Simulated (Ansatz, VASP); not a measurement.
## KCl: VASP beside Ansatz

```
K Cl
1.0
     5.57732    0.00000    0.00000
    -2.78866    4.83010    0.00000
     0.00000    0.00000    6.51182
K Cl
2 2
Direct
  0.33333 0.66667 0.93750
  0.66667 0.33333 0.43750
  0.33333 0.66667 0.43750
  0.66667 0.33333 0.93750
```

Change from the starting cell: hydrostatic strain +4.4%.

Alike in both runs: task single point; functional PBE; k mesh 6 × 6 × 4; occupations fermi-dirac, width 0.02 eV; no spin polarisation.

|  | VASP | Ansatz |
| --- | --- | --- |
| version | VASP 6.6.1 | Ansatz 0.2.0 |
| potentials or method | VASP PAW PBE potentials, release 64 (K_sv, Cl) | plane waves, PAW |
| plane-wave cutoff (eV) | 520 | 420 |
| valence electrons in the cell | 32 | 32 |

```csv
,VASP,Ansatz,Ansatz less VASP
gap on the k mesh at the Fermi level (eV),4.52,4.52,+0.001
pressure (GPa),-1.0,-1.0,-0.01
largest component of the traceless stress (GPa),0.08,0.09,+0.004
```

A k mesh can miss the band edges.
